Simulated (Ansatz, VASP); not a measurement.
**KF in VASP and in Ansatz**

INCAR

```
SYSTEM = KF
PREC = Accurate
ENCUT = 520
EDIFF = 1E-7
ISMEAR = 0
SIGMA = 0.05
LREAL = .False.
LASPH = .True.
NELM = 100
ALGO = Fast
ISIF = 2
LWAVE = .False.
LCHARG = .False.
GGA = CA
NBANDS = 15
```

KPOINTS

```
regular mesh
0
Gamma
  8 8 8
  0 0 0
```

POSCAR

```
KF
1.0
    0.0000000000      2.6066625000      2.5398250000
    2.6066625000      0.0000000000      2.5398250000
    2.6066625000      2.6066625000      0.0000000000
K F
1 1
Direct
    0.0000000000      0.0000000000      0.0000000000
    0.5000000000      0.5000000000      0.5000000000
```

Input for Ansatz:

```yaml
crystal:
  lattice:
    - [0.0, 2.6066625, 2.539825]
    - [2.6066625, 0.0, 2.539825]
    - [2.6066625, 2.6066625, 0.0]
  atoms:
    - { symbol: K, position: [0.0, 0.0, 0.0] }
    - { symbol: F, position: [0.5, 0.5, 0.5] }
basis:
  ecutwfc: 420
kpoints:
  mp_grid: { grid: [8, 8, 8] }
hamiltonian:
  xc: lda
scf:
  occupations: { method: gaussian, width: 0.05 }
output:
  forces: true
  stress: true
  eigenvalues: true
```

Change from the starting cell: strain -0.025 along x and y, -0.050 along z, atoms carried along.

Alike in both runs: task single point; functional LDA; k mesh 8 × 8 × 8; occupations gaussian, width 0.05 eV; no spin polarisation.

|  | VASP | Ansatz |
| --- | --- | --- |
| version | VASP 6.6.1 | Ansatz 0.2.0 |
| potentials or method | VASP PAW LDA potentials, release 64 (K_sv, F) | scalar-relativistic, plane waves, PAW |
| plane-wave cutoff (eV) | 520 | 420 |
| valence electrons in the cell | 16 | 16 |

```tsv
	VASP	Ansatz	Ansatz less VASP
gap on the k mesh at the Fermi level (eV)	6.28	6.30	+0.020
least direct gap on the mesh (eV)	6.28	6.30	+0.020
pressure (GPa)	0.2	-0.1	-0.23
largest component of the traceless stress (GPa)	1.49	1.41	-0.074
```

A k mesh can miss the band edges.
